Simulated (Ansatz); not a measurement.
Ge:

```xyz
1
Lattice="1.3971 -2.6005 0.0000 1.3971 2.6005 0.0000 0.0000 0.0000 2.6982" Properties=species:S:1:pos:R:3 pbc="T T T"
Ge    1.3971    0.0000    0.0000
```

This isn't the form of Ge at room conditions, which is diamond.

```yaml
Program: Ansatz 0.2.0
Task: relaxation of cell and atoms
Functional: PBEsol
Dispersion: D3(BJ)-ATM
Potentials_or_basis: Ansatz PAW
Cutoff: "420 eV (not typed: the program's choice for these potentials)"
k_mesh: 11 × 11 × 10
Occupations: fermi-dirac, width 0.05 eV
Spin: no spin polarisation
```

At the start: volume 19.61 Å³/atom.

Problem. How do energy, volume and symmetry change on relaxing?

Solution. It ends after 7 steps and the volume is 17.77 Å³/atom (-9.4 %); space group Cmmm (No. 65, to 0.05 Å).

The path:
| step | energy change (eV) | largest force (eV/Å) | volume (Å³) |
| --- | --- | --- | --- |
| 1 | 0.0000 | 0.0000 | 19.61 |
| 2 | -0.0447 | 0.0000 | 17.80 |
| 3 | -0.0456 | 0.0000 | 17.73 |
| 4 | -0.0457 | 0.0000 | 17.76 |
| 5 | -0.0458 | 0.0000 | 17.76 |
| 6 | -0.0458 | 0.0000 | 17.77 |
| 7 | -0.0454 | 0.0000 | 17.77 |

Final structure:
```
Ge
1.0
     1.38106   -2.43766    0.00000
     1.38106    2.43766    0.00000
     0.00000    0.00000    2.63898
Ge
1
Direct
  0.50000 0.50000 0.00000
```

Caveat: the plane-wave basis is chosen anew once the cell has moved, so the energies of steps on either side of that aren't comparable; pairwise dispersion overbinds metals, which lowers pressure and volume; the PAW data sets come from PBE, with cores solved anew for the run's functional, which leaves a small shift of forces and pressure.
